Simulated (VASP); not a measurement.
NaCl: band structure with PBE0

NaCl:

```
CELL_PARAMETERS angstrom
0.00000 2.79406 2.79406
2.79406 0.00000 2.79406
2.79406 2.79406 0.00000
ATOMIC_POSITIONS crystal
Cl 0.50000 0.50000 0.50000
Na 0.00000 0.00000 0.00000
```

The cell is a database's computed one.

```json
{
 "Program": "VASP 6.6.1",
 "Task": "band structure",
 "Functional": "PBE0",
 "Potentials or basis": "VASP PAW PBE potentials, release 64 (Cl, Na_pv)",
 "Cutoff": "520 eV",
 "k mesh": "6 × 6 × 6",
 "Occupations": "gaussian, width 0.02 eV",
 "Spin": "no spin polarisation",
 "Ladder": "gaps",
 "Grid for exact exchange (PRECFOCK)": "Fast",
 "Exchange at q = 0": "truncated",
 "Further INCAR settings": "ALGO = Normal; EDIFF = 1e-06; NBANDS = 14"
}
```

```yaml
Pressure: 0.9 GPa
Band_gap_on_the_k_mesh: 7.31 eV, direct
Band_gap_along_the_path: 7.31 eV, direct
```

Levels at the corners of the path, in eV from the valence-band top:
```csv
point,band 4,band 5,band 6,band 7,band 8,band 9,band 10,band 11
Γ,-13.96,0.00,0.00,0.00,7.31,13.41,13.41,13.41
X,-13.50,-1.89,-0.68,-0.68,9.83,10.13,13.85,17.51
X,-13.50,-1.89,-0.68,-0.68,9.83,10.13,13.85,17.51
W,-13.48,-1.35,-1.35,-0.85,11.23,11.97,11.97,13.84
W,-13.48,-1.35,-1.35,-0.85,11.23,11.97,11.97,13.84
K,-13.49,-1.60,-1.26,-0.57,10.47,11.34,12.96,15.35
K,-13.49,-1.60,-1.26,-0.57,10.47,11.34,12.96,15.35
Γ,-13.96,0.00,0.00,0.00,7.31,13.41,13.41,13.41
Γ,-13.96,0.00,0.00,0.00,7.31,13.41,13.41,13.41
L,-13.56,-2.17,-0.31,-0.31,9.41,13.25,13.34,13.34
L,-13.56,-2.17,-0.31,-0.31,9.41,13.25,13.34,13.34
U,-13.49,-1.60,-1.26,-0.57,10.47,11.34,12.96,15.35
U,-13.49,-1.60,-1.26,-0.57,10.47,11.34,12.96,15.35
W,-13.48,-1.35,-1.35,-0.85,11.23,11.97,11.97,13.84
W,-13.48,-1.35,-1.35,-0.85,11.23,11.97,11.97,13.84
L,-13.56,-2.17,-0.31,-0.31,9.41,13.25,13.34,13.34
L,-13.56,-2.17,-0.31,-0.31,9.41,13.25,13.34,13.34
K,-13.49,-1.60,-1.26,-0.57,10.47,11.34,12.96,15.35
U,-13.49,-1.60,-1.26,-0.57,10.47,11.34,12.96,15.35
X,-13.50,-1.89,-0.68,-0.68,9.83,10.13,13.85,17.51
```

Wall time 13 min on 4 MPI ranks on AMD EPYC 9R45 (Zen 5) (shared host), peak memory 0.24 GiB a rank.

Caveat: the PAW data sets were made with another functional, which shifts forces and pressure a little.
